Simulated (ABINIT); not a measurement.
# C (Fd-3m) in ABINIT: a series of runs, part 2 of 2

ABINIT 10.8.3 (patched build). The steps go on from the part before.

## (3) Band structure, HCTH407

Contents of run.abi:

```
# Datasets: ground state, then fixed potential
ndtset 2

# Pseudopotentials
pp_dirpath "./"
pseudos "C.upf"

# Structure
acell 4.7660140852 4.7660140852 4.7660140852
rprim
     0.0000000000     0.7071067812     0.7071067812
     0.7071067812     0.0000000000     0.7071067812
     0.7071067812     0.7071067812     0.0000000000
ntypat 1
znucl 6
natom 2
typat 1 1
xred
     0.7500000000     0.7500000000     0.7500000000
     0.5000000000     0.5000000000     0.5000000000

# Plane-wave basis
ecut 1115.666836 eV

# Exchange and correlation
ixc 27

# Bands and occupations
occopt 3
tsmear 0.00183747

# SCF cycle
nstep 100

# Output
iomode 3
prtwf 0
prteig 0
prtebands 0
enunit 2
prtden1 1
prtvha1 1
prtvclmb1 1
prtpot1 1
prtelf1 1

# Dataset 1
kptopt1 1
ngkpt1 13 13 13
nshiftk1 1
shiftk1 0.0 0.0 0.0
nband1 8
tolvrs1 1.0e-10

# Dataset 2: bands along G-X-W-K-G-L-U-W-L-K
iscf2 -2
getden2 1
nband2 12
nbdbuf2 2
tolwfr2 1.0e-12
kptopt2 -9
ndivsm2 8
prteig2 1
kptbounds2
     0.0000000000     0.0000000000     0.0000000000
     0.5000000000     0.0000000000     0.5000000000
     0.5000000000     0.2500000000     0.7500000000
     0.3750000000     0.3750000000     0.7500000000
     0.0000000000     0.0000000000     0.0000000000
     0.5000000000     0.5000000000     0.5000000000
     0.6250000000     0.2500000000     0.6250000000
     0.5000000000     0.2500000000     0.7500000000
     0.5000000000     0.5000000000     0.5000000000
     0.3750000000     0.3750000000     0.7500000000
```

Potentials or basis: PseudoDojo NC SR PBE v0.4.1 standard.

Command:

```
abinit run.abi > log 2>&1
```

Run time: 29 s. Hardware: 1 thread of Arm Neoverse V2, shared host; peak memory 0.12 GiB.

It converged, with:

```
Free energy                                       : -330.1382 eV
Pressure                                          : -13.5 GPa
Band gap on the k mesh                            : 4.49 eV, indirect (least direct gap 5.68 eV)
Band gap along the path                           : 4.46 eV, indirect (least direct gap 5.68 eV)
All electrons inside the program's atomic spheres : C 4.69, 4.73 (radii [1.0584] Å)
```

Levels at the corners of the path, in eV from the valence-band top:
```
point  band 2  band 3  band 4  band 5  band 6  band 7
    Γ    0.00    0.00    0.00    5.68    5.68    5.68
    X  -12.71   -6.26   -6.26    5.18    5.18   16.84
    W  -11.96   -8.18   -8.18   11.00   11.00   12.42
    K  -11.68   -9.15   -5.34    6.07   11.03   14.43
    Γ    0.00    0.00    0.00    5.68    5.68    5.68
    L  -13.21   -2.80   -2.80    8.63    8.63    9.05
    U  -11.68   -9.15   -5.34    6.07   11.03   14.43
    W  -11.96   -8.18   -8.18   11.00   11.00   12.42
    L  -13.21   -2.80   -2.80    8.63    8.63    9.05
    K  -11.68   -9.15   -5.34    6.07   11.03   14.43
```

Caveat: the potentials were made for another functional, which shifts forces and pressure.

## (4) Band structure, LDA

run.abi: that of step 3 with these lines changed.

```diff
@@ -8,3 +8,3 @@
 # Structure
-acell 4.7660140852 4.7660140852 4.7660140852
+acell 2.5220660407 2.5220660407 2.5220660407 Angstrom
 rprim
@@ -22,6 +22,6 @@
 # Plane-wave basis
-ecut 1115.666836 eV
+ecut 41.0
 
 # Exchange and correlation
-ixc 27
+ixc 7
 
@@ -29,3 +29,3 @@
 occopt 3
-tsmear 0.00183747
+tsmear 0.05 eV
 
@@ -39,8 +39,3 @@
 prtebands 0
-enunit 2
 prtden1 1
-prtvha1 1
-prtvclmb1 1
-prtpot1 1
-prtelf1 1
 
@@ -63,2 +58,3 @@
 prteig2 1
+prtvol2 -3
 kptbounds2
```

Potentials or basis: PseudoDojo NC SR LDA v0.4.1 standard.

Command:

```
abinit run.abi > log 2>&1
```

Wall time 26 s (1 thread of Arm Neoverse V2, shared host); peak memory 0.12 GiB.

It converged, with:

```
Free energy                                       : -328.2799 eV
Pressure                                          : -11.1 GPa
Band gap on the k mesh                            : 4.15 eV, indirect (least direct gap 5.56 eV)
Band gap along the path                           : 4.14 eV, indirect (least direct gap 5.56 eV)
All electrons inside the program's atomic spheres : C 4.65, 4.69 (radii [1.0584] Å)
```

Levels at the corners of the path, in eV from the valence-band top:
| point | band 1 | band 2 | band 3 | band 4 | band 5 | band 6 | band 7 | band 8 | band 9 |
| --- | --- | --- | --- | --- | --- | --- | --- | --- | --- |
| Γ | -21.35 | 0.00 | 0.00 | 0.00 | 5.56 | 5.56 | 5.56 | 13.52 | 18.99 |
| X | -12.64 | -12.64 | -6.32 | -6.32 | 4.76 | 4.76 | 16.61 | 16.61 | 22.90 |
| W | -11.80 | -11.80 | -8.38 | -8.38 | 10.49 | 10.49 | 12.34 | 12.34 | 21.07 |
| K | -12.79 | -11.61 | -9.38 | -5.38 | 5.67 | 10.69 | 14.24 | 15.51 | 18.53 |
| Γ | -21.35 | 0.00 | 0.00 | 0.00 | 5.56 | 5.56 | 5.56 | 13.52 | 18.99 |
| L | -15.51 | -13.39 | -2.81 | -2.81 | 8.42 | 8.42 | 9.04 | 15.40 | 21.51 |
| U | -12.79 | -11.61 | -9.38 | -5.38 | 5.67 | 10.69 | 14.24 | 15.51 | 18.53 |
| W | -11.80 | -11.80 | -8.38 | -8.38 | 10.49 | 10.49 | 12.34 | 12.34 | 21.07 |
| L | -15.51 | -13.39 | -2.81 | -2.81 | 8.42 | 8.42 | 9.04 | 15.40 | 21.51 |
| K | -12.79 | -11.61 | -9.38 | -5.38 | 5.67 | 10.69 | 14.24 | 15.51 | 18.53 |

## (5) Band structure, WC

run.abi: that of step 4 with these lines changed.

```diff
@@ -1,5 +1,3 @@
-# Datasets: ground state, then fixed potential
 ndtset 2
 
-# Pseudopotentials
 pp_dirpath "./"
@@ -7,4 +5,3 @@
 
-# Structure
-acell 2.5220660407 2.5220660407 2.5220660407 Angstrom
+acell 4.7660140852 4.7660140852 4.7660140852
 rprim
@@ -17,13 +14,10 @@
 typat 1 1
-xred
-     0.7500000000     0.7500000000     0.7500000000
-     0.5000000000     0.5000000000     0.5000000000
+xcart
+     2.6750550000     2.6750550000     2.6750550000
+     1.7833700000     1.7833700000     1.7833700000 Angstrom
 
-# Plane-wave basis
 ecut 41.0
 
-# Exchange and correlation
-ixc 7
+ixc 23
 
-# Bands and occupations
 occopt 3
@@ -31,6 +25,4 @@
 
-# SCF cycle
 nstep 100
 
-# Output
 iomode 3
@@ -41,3 +33,2 @@
 
-# Dataset 1
 kptopt1 1
@@ -49,3 +40,2 @@
 
-# Dataset 2: bands along G-X-W-K-G-L-U-W-L-K
 iscf2 -2
@@ -56,5 +46,4 @@
 kptopt2 -9
-ndivsm2 8
+ndivsm2 5
 prteig2 1
-prtvol2 -3
 kptbounds2
```

Potentials or basis: PseudoDojo NC SR PBEsol v0.4.1 standard.

Command:

```
abinit run.abi > log 2>&1
```

run.abo:

```text
.Version 10.8.3 of ABINIT
 DATASET    1 : space group Fd -3 m (#227); Bravais cF (face-center cubic)
================================================================================
 Values of the parameters that define the memory need for DATASET  1.
     intxc =       0    ionmov =       0      iscf =       7    lmnmax =       4
     lnmax =       4     mgfft =      30  mpssoang =       2    mqgrid =    3001
     natom =       2  nloc_mem =       1    nspden =       1   nspinor =       1
    nsppol =       1      nsym =      48    n1xccc =    2501    ntypat =       1
    occopt =       3   xclevel =       2
       mpw =         974          nfft =       27000          nkpt =          84
================================================================================
================================================================================

 DATASET    2 : space group Fd -3 m (#227); Bravais cF (face-center cubic)
================================================================================
[... 994 lines left out ...]
 kpt#  87, nband= 12, wtk=  1.00000, kpt=  0.3750  0.3750  0.7500 (reduced coord)
  -0.09979   -0.05506    0.03075    0.17795    0.58292    0.76977    0.90403    0.94980
   1.05982    1.26543    1.32888    1.62606

== END DATASET(S) ==============================================================
================================================================================

 -outvars: echo values of variables after computation  --------
            acell      4.7660140852E+00  4.7660140852E+00  4.7660140852E+00 Bohr
           etotal1    -1.2027161844E+01
            fcart1    -7.4967296529E-28  6.5541766324E-29  1.6947228150E-27
                       7.4967296529E-28 -6.5541766324E-29 -1.6947228150E-27
            rprim      0.0000000000E+00  7.0710678120E-01  7.0710678120E-01
                       7.0710678120E-01  0.0000000000E+00  7.0710678120E-01
                       7.0710678120E-01  7.0710678120E-01  0.0000000000E+00
           strten1     5.7261120912E-05  5.7261120912E-05  5.7261120912E-05
                       0.0000000000E+00  0.0000000000E+00  0.0000000000E+00
           xangst      2.6750549997E+00  2.6750549997E+00  2.6750549997E+00
                       1.7833700003E+00  1.7833700003E+00  1.7833700003E+00
             xred      7.5000000041E-01  7.5000000041E-01  7.5000000041E-01
                       5.0000000041E-01  5.0000000041E-01  5.0000000041E-01
 Calculation completed.
```

Run time: 21 s. Hardware: 1 thread of Arm Neoverse V2, shared host; peak memory 0.12 GiB.

What came out:

```
Free energy                                       : -327.2757 eV
Pressure                                          : -1.7 GPa
Band gap on the k mesh                            : 4.10 eV, indirect (least direct gap 5.59 eV)
Band gap along the path                           : 4.09 eV, indirect (least direct gap 5.59 eV)
All electrons inside the program's atomic spheres : C 4.66, 4.70 (radii [1.0584] Å)
```

Levels at the corners of the path, in eV from the valence-band top:
```
point  band 1  band 2  band 3  band 4  band 5  band 6  band 7  band 8  band 9
    Γ  -21.51    0.00    0.00    0.00    5.59    5.59    5.59   13.37   18.99
    X  -12.77  -12.77   -6.34   -6.34    4.70    4.70   16.78   16.78   23.07
    W  -11.96  -11.96   -8.40   -8.40   10.54   10.54   12.34   12.34   21.23
    K  -12.96  -11.74   -9.40   -5.40    5.62   10.71   14.36   15.60   18.60
    Γ  -21.51    0.00    0.00    0.00    5.59    5.59    5.59   13.37   18.99
    L  -15.68  -13.45   -2.82   -2.82    8.46    8.46    8.90   15.52   21.66
    U  -12.96  -11.74   -9.40   -5.40    5.62   10.71   14.36   15.60   18.60
    W  -11.96  -11.96   -8.40   -8.40   10.54   10.54   12.34   12.34   21.23
    L  -15.68  -13.45   -2.82   -2.82    8.46    8.46    8.90   15.52   21.66
    K  -12.96  -11.74   -9.40   -5.40    5.62   10.71   14.36   15.60   18.60
```

Caveat: the potentials were made for another functional, which shifts forces and pressure.

## (6) Overview

| level | potentials or basis | gap on the mesh (eV) | pressure (GPa) |
| --- | --- | --- | --- |
| PBE | PseudoDojo NC SR PBE v0.5 standard | 4.20 | 1.9 |
| HCTH407 | PseudoDojo NC SR PBE v0.4.1 standard | 4.49 | -13.5 |
| LDA | PseudoDojo NC SR LDA v0.4.1 standard | 4.15 | -11.1 |
| WC | PseudoDojo NC SR PBEsol v0.4.1 standard | 4.10 | -1.7 |

Alike in all rows: task band structure; no spin polarisation; cell as given; k mesh 13 × 13 × 13; cutoff (eV) 1116; smearing fermi-dirac 0.05 eV.

Caveats: the potentials were made for another functional, which shifts forces and pressure (some runs).

Absolute energies hang on the potentials; compare differences alone.
